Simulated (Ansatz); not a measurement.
A plane-wave DFT run in Ansatz 0.2.0 (scalar-relativistic PAW potentials unless the input names others): input and command.

```yaml
crystal:
  lattice:
    - [0.0, 3.5207233848, 3.5207233848]
    - [3.5207233848, 0.0, 3.5207233848]
    - [3.5207233848, 3.5207233848, 0.0]
  atoms:
    - { symbol: In, position: [0.0, 0.0, 0.0] }
    - { symbol: Sb, position: [0.75, 0.75, 0.75] }
basis:
  ecutwfc: 420
kpoints:
  mp_grid: { grid: [16, 16, 16] }
hamiltonian:
  xc: pbesol
  pseudopotentials: { kind: nc }
scf:
  occupations: { method: gaussian, width: 0.15 }
  max_iter: 75
output:
  forces: true
  eigenvalues: true
  stress: true
magnetization:
  spin_polarized: true
  spin_orbit: true
```

```bash
ansatz run input.yaml --threads 2 --pin off --max-ram 5120MiB --backend cpu --events-out ev --progress --plain --runs-dir out
```

Will this input run?

The program refuses it, because of spin-orbit coupling on scalar files and without noncollinear: true (magnetization: not typed → {"spin_polarized": true, "spin_orbit": true}; hamiltonian.pseudopotentials: not typed → {"kind": "nc"}). Without those keys it is accepted.

Abridged log:
```
Error: 2 input errors — fix all and re-run
  1. inconsistent input (magnetization.spin_orbit, magnetization.noncollinear): true requires noncollinear: true — spin–orbit coupling acts on 2-spinor wavefunctions; set both flags
  2. inconsistent input (magnetization.spin_orbit, hamiltonian.pseudopotentials.kind): true requires a fully-relativistic hamiltonian.pseudopotentials.kind (nc_fr or paw_fr), or kind: all_electron without datasets and azcp, which then solves Dirac's equation on LAPW. paw_fr resolves this project's PAW files (source: ansatz) by j as it reads them
```